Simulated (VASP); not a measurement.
# W (Im-3m) in VASP: a series of runs, part 2 of 2

VASP 6.6.1. The steps go on from the part before.

**5. Single point, PBE (a relaxed cell with its volume scaled by 0.94)**

Input file INCAR:

```
SYSTEM = W
  ALGO = Normal
  EDIFF = 1E-7
  ENCUT = 520
  GGA = PE
  ISIF = 2
  ISMEAR = 0
  LASPH = .TRUE.
  LCHARG = .FALSE.
  LREAL = .FALSE.
  LWAVE = .FALSE.
  NELM = 80
  PREC = Accurate
  SIGMA = 0.3
```

Input file KPOINTS:

```
k-points
0
G
  18 18 18
  0 0 0
```

Input file POSCAR:

```
W                                       
1.0
   -1.5603364209      1.5603364209      1.5603364209
    1.5603364209     -1.5603364209      1.5603364209
    1.5603364209      1.5603364209     -1.5603364209
  W             
     1
Direct
     0.0000000000000000    0.0000000000000000    0.0000000000000000
```

Potentials or basis: VASP PAW PBE potentials, release 64 (W_sv).

Command:

```console
> cat potpaw_PBE.64/W_sv/POTCAR > POTCAR
> mpirun -np 1 vasp_std > vasp.out
```

OUTCAR:

```text
SYSTEM = W
   EDIFF = 1E-7
   ENCUT = 520
   GGA = PE
   ISIF = 2
   ISMEAR = 0
   LASPH = .TRUE.
   LREAL = .FALSE.
   NELM = 80
   PREC = Accurate

 ion  position               nearest neighbor table
   1  0.000  0.000  0.000-

  LATTYP: Found a body centered cubic cell.
 ALAT       =     3.1206728418

  Lattice vectors:

 A1 = (  -1.5603364209,   1.5603364209,   1.5603364209)
 A2 = (   1.5603364209,  -1.5603364209,   1.5603364209)
 A3 = (   1.5603364209,   1.5603364209,  -1.5603364209)

Analysis of symmetry for initial positions (statically):
=====================================================================
 Subroutine PRICEL returns:
 Original cell was already a primitive cell.

 Routine SETGRP: Setting up the symmetry group for a
 body centered cubic supercell.

 Subroutine GETGRP returns: Found 48 space group operations
 (whereof 48 operations were pure point group operations)
 out of a pool of 48 trial point group operations.

The static configuration has the point symmetry O_h .

[... 156 lines left out ...]

  energy without entropy =      -12.87739647  energy(sigma->0) =      -12.88900098

 E-fermi :  12.0698     XC(G=0): -13.8818

 val. band max:       12.0680667946   @ k =   0.5000   0.5000   0.2222
 cond. band min:      12.1024388563   @ k =  -0.3889   0.3889   0.2778
 fundamental gap:      0.0343720618
 Fermi energy:        12.0697593403

 k-point     1 :       0.0000    0.0000    0.0000
  band No.  band energies     occupation
      1     -62.0622      2.00000
      2     -25.5563      2.00000
      3     -25.5563      2.00000
      4     -25.5563      2.00000
      5       2.1969      2.00000
      6      10.7645      2.00000
      7      10.7645      2.00000
      8      10.7645      2.00000
      9      14.4296      0.00000
     10      14.4296      0.00000
     11      26.6767      0.00000
[... 309 lines left out ...]
 k-point    24 :       0.3889    0.1111    0.0000
  band No.  band energies     occupation
      1     -61.9003      2.00000
      2     -26.9445      2.00000
      3     -26.0749      2.00000
      4     -25.6319      2.00000
      5       5.9790      2.00000
      6       8.4549      2.00000
      7      11.5443      1.98676
      8      14.2115      0.00000
      9      15.6358      0.00000
     10      18.8846      0.00000
     11      23.6016      0.00000

 [... further k-points ...]
[... 5 lines left out ...]
  --------------------------------------------------------------------------------------
  -------------------------------------------------------------------------------------
  Total        2.0379788      2.0379788      2.0379788      0.0000000      0.0000000      0.0000000
  in kB      214.8797577    214.8797577    214.8797577      0.0000000      0.0000000      0.0000000
  external PRESSURE =     214.8797577 kB  Pullay stress =       0.0000000 kB

 VOLUME and BASIS-vectors are now :
 -----------------------------------------------------------------------------
  energy-cutoff  :      520.00
  volume of cell :       15.20
      direct lattice vectors                 reciprocal lattice vectors
    -1.560336421  1.560336421  1.560336421     0.000000000  0.320443715  0.320443715
     1.560336421 -1.560336421  1.560336421     0.320443715  0.000000000  0.320443715
     1.560336421  1.560336421 -1.560336421     0.320443715  0.320443715  0.000000000

 POSITION                                       TOTAL-FORCE (eV/Angst)
 -----------------------------------------------------------------------------------
      0.00000      0.00000      0.00000         0.000000      0.000000     -0.000000
 -----------------------------------------------------------------------------------
    total drift:                                0.000000     -0.000000      0.000000

  FREE ENERGIE OF THE ION-ELECTRON SYSTEM (eV)
  ---------------------------------------------------
  free  energy   TOTEN  =       -12.9006054953 eV

  energy  without entropy=      -12.8773964742  energy(sigma->0) =      -12.88900098
```

OSZICAR:

```text
N       E                     dE             d eps       ncg     rms          rms(c)
DAV:   1     0.776485152607E+02    0.77649E+02   -0.78869E+03  4306   0.146E+03
DAV:   2    -0.119056327943E+02   -0.89554E+02   -0.86420E+02  4554   0.337E+02
DAV:   3    -0.134740090192E+02   -0.15684E+01   -0.15507E+01  4850   0.438E+01
DAV:   4    -0.134818416854E+02   -0.78327E-02   -0.78315E-02  4682   0.341E+00
DAV:   5    -0.134819031244E+02   -0.61439E-04   -0.61439E-04  4794   0.304E-01    0.226E+01
DAV:   6    -0.130294067828E+02    0.45250E+00   -0.50294E-01  4560   0.967E+00    0.947E+00
DAV:   7    -0.129046585253E+02    0.12475E+00   -0.28791E-01  4737   0.687E+00    0.544E-01
DAV:   8    -0.129005953927E+02    0.40631E-02   -0.38649E-03  4431   0.949E-01    0.601E-02
DAV:   9    -0.129006100233E+02   -0.14631E-04   -0.67864E-05  4954   0.113E-01    0.506E-02
DAV:  10    -0.129006052119E+02    0.48114E-05   -0.16455E-05  4647   0.602E-02    0.586E-03
DAV:  11    -0.129006056497E+02   -0.43785E-06   -0.15545E-07  3833   0.566E-03    0.596E-04
DAV:  12    -0.129006054937E+02    0.15606E-06   -0.79139E-09  2439   0.127E-03    0.692E-05
DAV:  13    -0.129006054953E+02   -0.15832E-08   -0.95588E-10  2265   0.473E-04
   1 F= -.12900605E+02 E0= -.12889001E+02  d E =-.232090E-01
```

stdout:

```text
POSCAR found type information on POSCAR W
 POSCAR found :  1 types and       1 ions
 scaLAPACK will be used
 LDA part: xc-table for (Slater+PW92), standard interpolation
 POSCAR, INCAR and KPOINTS ok, starting setup
 FFT: planning ... GRIDC
 FFT: planning ... GRID_SOFT
 FFT: planning ... GRID
 WAVECAR not read
 entering main loop
```

Wall time 15 s (1 thread of Intel Xeon Platinum 8488C (Sapphire Rapids), shared host); peak memory 0.15 GiB.

What came out:

```yaml
Free_energy: -12.9006 eV
Pressure: 21.5 GPa
Band_gap_on_the_k_mesh: none (metal or under the smearing width)
```

Levels at points of the mesh, in eV from the Fermi level:
| k point | band 4 | band 5 | band 6 | band 7 | band 8 | band 9 | band 10 | band 11 |
| --- | --- | --- | --- | --- | --- | --- | --- | --- |
| (0.00, 0.00, 0.00) | -37.63 | -9.87 | -1.31 | -1.31 | -1.31 | 2.36 | 2.36 | 14.61 |
| (0.50, 0.00, 0.00) | -37.64 | -6.56 | -3.78 | 0.83 | 2.28 | 3.31 | 6.54 | 11.59 |
| (0.50, 0.50, 0.50) | -38.66 | -6.19 | -6.19 | 5.48 | 5.48 | 5.48 | 8.60 | 8.60 |

Caveat: so large a pressure means that the cell lies far from this level's equilibrium, or that cutoff or potentials fall short.

**6. Single point, PBE (a relaxed cell with its volume scaled by 1.06)**

INCAR is that of step 5.

KPOINTS is that of step 5.

Input file POSCAR:

```
W                                       
1.0
   -1.6240930816      1.6240930816      1.6240930816
    1.6240930816     -1.6240930816      1.6240930816
    1.6240930816      1.6240930816     -1.6240930816
  W             
     1
Direct
     0.0000000000000000    0.0000000000000000    0.0000000000000000
```

Potentials or basis: VASP PAW PBE potentials, release 64 (W_sv).

Command:

```console
> cat potpaw_PBE.64/W_sv/POTCAR > POTCAR
> mpirun -np 1 vasp_std > vasp.out
```

OUTCAR:

```text
SYSTEM = W
   EDIFF = 1E-7
   ENCUT = 520
   GGA = PE
   ISIF = 2
   ISMEAR = 0
   LASPH = .TRUE.
   LREAL = .FALSE.
   NELM = 80
   PREC = Accurate

 ion  position               nearest neighbor table
   1  0.000  0.000  0.000-

  LATTYP: Found a body centered cubic cell.
 ALAT       =     3.2481861632

  Lattice vectors:

 A1 = (  -1.6240930816,   1.6240930816,   1.6240930816)
 A2 = (   1.6240930816,  -1.6240930816,   1.6240930816)
 A3 = (   1.6240930816,   1.6240930816,  -1.6240930816)

Analysis of symmetry for initial positions (statically):
=====================================================================
 Subroutine PRICEL returns:
 Original cell was already a primitive cell.

 Routine SETGRP: Setting up the symmetry group for a
 body centered cubic supercell.

 Subroutine GETGRP returns: Found 48 space group operations
 (whereof 48 operations were pure point group operations)
 out of a pool of 48 trial point group operations.

The static configuration has the point symmetry O_h .

Analysis of symmetry for dynamics (positions and initial velocities):
=====================================================================
 Subroutine PRICEL returns:
 Original cell was already a primitive cell.

 Routine SETGRP: Setting up the symmetry group for a
 body centered cubic supercell.

 Subroutine GETGRP returns: Found 48 space group operations
 (whereof 48 operations were pure point group operations)
 out of a pool of 48 trial point group operations.

The dynamic configuration has the point symmetry O_h .

 Subroutine INISYM returns: Found 48 space group operations
 (whereof 48 operations are pure point group operations),
 and found     1 'primitive' translations

----------------------------------------------------------------------------------------

                                     Primitive cell

  volume of cell :      17.1353

  direct lattice vectors                    reciprocal lattice vectors
    -1.624093082  1.624093082  1.624093082     0.000000000  0.307864128  0.307864128
     1.624093082 -1.624093082  1.624093082     0.307864128  0.000000000  0.307864128
     1.624093082  1.624093082 -1.624093082     0.307864128  0.307864128  0.000000000

  length of vectors
     2.813011734  2.813011734  2.813011734     0.435385625  0.435385625  0.435385625

  position of ions in fractional coordinates (direct lattice)
     0.000000000  0.000000000  0.000000000

  ion indices of the primitive-cell ions
   primitive index   ion index
                 1           1

----------------------------------------------------------------------------------------

 KPOINTS: k-points

Automatic generation of k-mesh.
 Grid dimensions read from file:
 generate k-points for:   18   18   18

 Generating k-lattice:

  Cartesian coordinates                     Fractional coordinates (reciprocal lattice)
     0.000000000  0.017103563  0.017103563     0.055555556  0.000000000  0.000000000
     0.017103563  0.000000000  0.017103563     0.000000000  0.055555556  0.000000000
     0.017103563  0.017103563  0.000000000     0.000000000  0.000000000  0.055555556

  Length of vectors
     0.024188090  0.024188090  0.024188090

  Shift w.r.t. Gamma in fractional coordinates (k-lattice)
     0.000000000  0.000000000  0.000000000

 Subroutine IBZKPT returns following result:
 ===========================================

 Found    195 irreducible k-points:

 Following reciprocal coordinates:
            Coordinates               Weight
  0.000000  0.000000  0.000000      1.000000
  0.055556  0.000000  0.000000     12.000000
  0.111111  0.000000  0.000000     12.000000
  0.166667  0.000000  0.000000     12.000000
  0.222222  0.000000  0.000000     12.000000
  0.277778  0.000000  0.000000     12.000000
[... 16 lines left out ...]
  0.333333  0.111111  0.000000     48.000000
  0.388889  0.111111  0.000000     48.000000
 [... further k-points ...]
   k-points           NKPTS =    195   k-points in BZ     NKDIM =    195   number of bands    NBANDS=     11
   number of dos      NEDOS =    301   number of ions     NIONS =      1
   total plane-waves  NPLWV =  13824
   dimension x,y,z NGX =    24 NGY =   24 NGZ =   24
   dimension x,y,z NGXF=    48 NGYF=   48 NGZF=   48
   ions per type =               1
   NGX,Y,Z   is equivalent  to a cutoff of  14.18, 14.18, 14.18 a.u.
   NGXF,Y,Z  is equivalent  to a cutoff of  28.37, 28.37, 28.37 a.u.
 SYSTEM =  W
   PREC   = accura    normal or accurate (medium, high low for compatibility)
   ISTART =      0    job   : 0-new  1-cont  2-samecut
   ICHARG =      2    charge: 1-file 2-atom 10-const
   ISPIN  =      1    spin polarized calculation?
   LNONCOLLINEAR =      F non collinear calculations
   LSORBIT =      F    spin-orbit coupling
   LASPH  =      T    aspherical Exc in radial PAW
   ENCUT  =  520.0 eV  38.22 Ry    6.18 a.u.   5.23  5.23  5.23*2*pi/ulx,y,z
   NELM   =     80;   NELMIN=  2; NELMDL= -5     # of ELM steps
   EDIFF  = 0.1E-06   stopping-criterion for ELM
   LREAL  =      F    real-space projection
   EDIFFG = 0.1E-05   stopping-criterion for IOM
   NSW    =      0    number of steps for IOM
   IBRION =     -1    ionic relax: 0-MD 1-quasi-New 2-CG
   NFREE  =      0    steps in history (QN), initial steepest desc. (CG)
   ISIF   =      2    stress and relaxation
   ISYM   =      2    0-nonsym 1-usesym 2-fastsym
   POTIM  = 0.5000    time-step for ionic-motion
   TEBEG  =    0.0;   TEEND  =   0.0 temperature during run
   PSTRESS=    0.0 pullay stress
   NELECT =      14.0000    total number of electrons
   NUPDOWN=      -1.0000    fix difference up-down
   EMIN   =  10.00;   EMAX   =-10.00  energy-range for DOS
   EFERMI =   0.00;   METHOD = LEGACY
   ISMEAR =     0;   SIGMA  =   0.30  broadening in eV -4-tet -1-fermi 0-gaus
   EFERMI_NEDOS =   21; number of points for ismear=-14 and -15
   IALGO  =     38    algorithm
   IMIX   =      4    mixing-type and parameters
     AMIX     =   0.40;   BMIX     =  1.00
     AMIX_MAG =   1.60;   BMIX_MAG =  1.00
  volume/ion in A,a.u.               =      17.14       115.63
  Fermi-wavevector in a.u.,A,eV,Ry     =   1.530453  2.892136 31.868731  2.342286
  Thomas-Fermi vector in A             =   2.637934
   LORBIT       =      0    0 simple, 1 ext, 2 COOP (PROOUT), +10 PAW based schemes
   GGA     = PE    functional components
   LHFCALC =     F    Hartree Fock is set to
   AEXX    =    0.0000 exact exchange contribution
   IVDW    =     0    specifies the selected vdW correction
   LEPSILON=     F    determine dielectric tensor
   LRPA    =     F    only Hartree local field effects (RPA)
 non-spin polarized calculation
 Gauss-broadening in eV      SIGMA  =   0.30
  energy-cutoff  :      520.00
  volume of cell :       17.14
 maximum number of plane-waves:       474
 NGX is ok and might be reduce to    24
   NGX = 11   NGY = 11   NGZ = 11

 number of electron      13.9999998 magnetization

 Free energy of the ion-electron system (eV)
  ---------------------------------------------------
  ext. energy  EPLUGINS =         0.00000000
  ---------------------------------------------------
  free energy    TOTEN  =       -12.91344680 eV

  energy without entropy =      -12.88895885  energy(sigma->0) =      -12.90120283

 E-fermi :  10.3344     XC(G=0): -13.2049

 val. band max:       10.3278441283   @ k =  -0.2778   0.3333   0.1667
 cond. band min:      10.3378312377   @ k =  -0.1667   0.1667   0.0556
 fundamental gap:      0.0099871094
 Fermi energy:        10.3343619587

 k-point     1 :       0.0000    0.0000    0.0000
  band No.  band energies     occupation
      1     -63.9441      2.00000
      2     -27.6063      2.00000
      3     -27.6063      2.00000
      4     -27.6063      2.00000
      5       1.1489      2.00000
      6       9.2415      2.00000
      7       9.2415      2.00000
      8       9.2415      2.00000
      9      12.4256      0.00000
     10      12.4256      0.00000
     11      24.6822      0.00000

 k-point     2 :       0.0556    0.0000    0.0000
  band No.  band energies     occupation
      1     -63.9412      2.00000
      2     -27.6382      2.00000
      3     -27.6165      2.00000
      4     -27.6064      2.00000
      5       1.2855      2.00000
      6       9.1604      2.00000
      7       9.2239      2.00000
      8       9.3716      1.99999
      9      12.2984      0.00000
     10      12.4272      0.00000
     11      24.7947      0.00000
[... 295 lines left out ...]
 k-point    24 :       0.3889    0.1111    0.0000
  band No.  band energies     occupation
      1     -63.8496      2.00000
      2     -28.5365      2.00000
      3     -27.9591      2.00000
      4     -27.6535      2.00000
      5       4.9501      2.00000
      6       7.2691      2.00000
      7       9.6721      1.99820
      8      12.1814      0.00000
      9      13.3570      0.00000
     10      16.1101      0.00000
     11      20.1865      0.00000

 [... further k-points ...]
[... 5 lines left out ...]
  --------------------------------------------------------------------------------------
  -------------------------------------------------------------------------------------
  Total       -1.6757642     -1.6757642     -1.6757642      0.0000000      0.0000000     -0.0000000
  in kB     -156.6861989   -156.6861989   -156.6861989      0.0000000      0.0000000     -0.0000000
  external PRESSURE =    -156.6861989 kB  Pullay stress =       0.0000000 kB

 VOLUME and BASIS-vectors are now :
 -----------------------------------------------------------------------------
  energy-cutoff  :      520.00
  volume of cell :       17.14
      direct lattice vectors                 reciprocal lattice vectors
    -1.624093082  1.624093082  1.624093082     0.000000000  0.307864128  0.307864128
     1.624093082 -1.624093082  1.624093082     0.307864128  0.000000000  0.307864128
     1.624093082  1.624093082 -1.624093082     0.307864128  0.307864128  0.000000000

 POSITION                                       TOTAL-FORCE (eV/Angst)
 -----------------------------------------------------------------------------------
      0.00000      0.00000      0.00000        -0.000000      0.000000      0.000000
 -----------------------------------------------------------------------------------
    total drift:                               -0.000000      0.000000      0.000000

  FREE ENERGIE OF THE ION-ELECTRON SYSTEM (eV)
  ---------------------------------------------------
  free  energy   TOTEN  =       -12.9134468017 eV

  energy  without entropy=      -12.8889588537  energy(sigma->0) =      -12.90120283
```

stdout:

```text
POSCAR found type information on POSCAR W
 POSCAR found :  1 types and       1 ions
 scaLAPACK will be used
 LDA part: xc-table for (Slater+PW92), standard interpolation
 POSCAR, INCAR and KPOINTS ok, starting setup
 FFT: planning ... GRIDC
 FFT: planning ... GRID_SOFT
 FFT: planning ... GRID
 WAVECAR not read
 entering main loop
```

Run time: 16 s. Hardware: 1 thread of Intel Xeon Platinum 8488C (Sapphire Rapids), shared host; peak memory 0.17 GiB.

Results:

```
Free energy            : -12.9134 eV
Pressure               : -15.7 GPa
Band gap on the k mesh : none (metal or under the smearing width)
```

Caveat: so large a pressure means that the cell lies far from this level's equilibrium, or that cutoff or potentials fall short. The run has no spin-orbit coupling, so splittings on W are missing.

**7. Overview**

| cell | gap on the mesh (eV) | pressure (GPa) |
| --- | --- | --- |
| as given | none | 0.0 |
| a relaxed cell with its volume scaled by 0.97 | none | 9.9 |
| a relaxed cell with its volume scaled by 1.03 | none | -8.5 |
| a relaxed cell with its volume scaled by 0.94 | none | 21.5 |
| a relaxed cell with its volume scaled by 1.06 | none | -15.7 |

Alike in all rows: task single point; level PBE; potentials or basis VASP PAW PBE potentials, release 64 (W_sv); no spin polarisation; k mesh 18 × 18 × 18; cutoff (eV) 520; smearing gaussian 0.3 eV.

Caveats: so large a pressure means that the cell lies far from this level's equilibrium, or that cutoff or potentials fall short (some runs).

Absolute energies hang on the potentials; compare differences alone.
